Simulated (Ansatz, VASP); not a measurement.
## Two plane-wave programs on Zr

```xyz
3
Lattice="3.0493 0.0000 0.0000 -1.0164 2.8749 0.0000 0.0000 0.0000 21.9795" Properties=species:S:1:pos:R:3 pbc="T T T"
Zr    1.0164    1.4375    8.5000
Zr    0.0000    0.0000   10.8942
Zr    1.0164    1.4375   13.2787
```

Alike in both runs: functional PBEsol; k mesh 10 × 10 × 1; occupations gaussian, width 0.1 eV; no spin polarisation.

Ansatz relaxed the structure, and its values are those at the end. VASP's run is a single point on that final structure, the one shown.

```csv
,VASP,Ansatz
version,VASP 6.6.1,Ansatz 0.2.0
potentials or method,"VASP PAW PBE potentials, release 64 (Zr_sv)","scalar-relativistic, plane waves, PAW"
plane-wave cutoff (eV),520,420
valence electrons in the cell,36,36
```

```tsv
	VASP	Ansatz	Ansatz less VASP
gap on the k mesh at the Fermi level (eV)	none	none	-
rms of the force components (eV/Å)	0.010	0.010	0.0000
work function, face that differs most (eV)	4.24	4.24	-0.001
```

A gap of «none» marks a metal or a gap that the smearing closes.

Caveats: the PAW data sets were made with another functional, which shifts forces and pressure a little (VASP).
